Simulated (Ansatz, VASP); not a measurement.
# Se: VASP beside Ansatz

```
CELL_PARAMETERS angstrom
3.90787 0.00000 0.00000
-1.95393 3.38431 0.00000
0.00000 0.00000 5.55698
ATOMIC_POSITIONS crystal
Se 0.24735 0.00000 0.33333
Se 0.00000 0.24735 0.66667
Se 0.75265 0.75265 0.00000
```

Alike in both runs: task single point; functional PBE; dispersion D3(BJ); k mesh 12 × 12 × 8; occupations gaussian, width 0.05 eV; no spin polarisation.

|  | VASP | Ansatz |
| --- | --- | --- |
| version | VASP 6.6.1 | Ansatz 0.2.0 |
| potentials or method | VASP PAW PBE potentials, release 64 (Se) | scalar-relativistic, plane waves, PAW |
| plane-wave cutoff (eV) | 520 | 420 |
| valence electrons in the cell | 18 | 48 |

```csv
,VASP,Ansatz,Ansatz less VASP
gap on the k mesh at the Fermi level (eV),none,none,-
pressure (GPa),-2.6,-2.6,-0.07
largest component of the traceless stress (GPa),4.18,4.23,+0.044
rms of the force components (eV/Å),0.047,0.055,+0.0072
```

Atom by atom the forces differ by 0.007 eV/Å (rms over components). A gap of «none» marks a metal or a gap that the smearing closes. The two sets of potentials don't hold the same shells in valence.

Caveats: pairwise dispersion overbinds metals, which lowers pressure and volume.
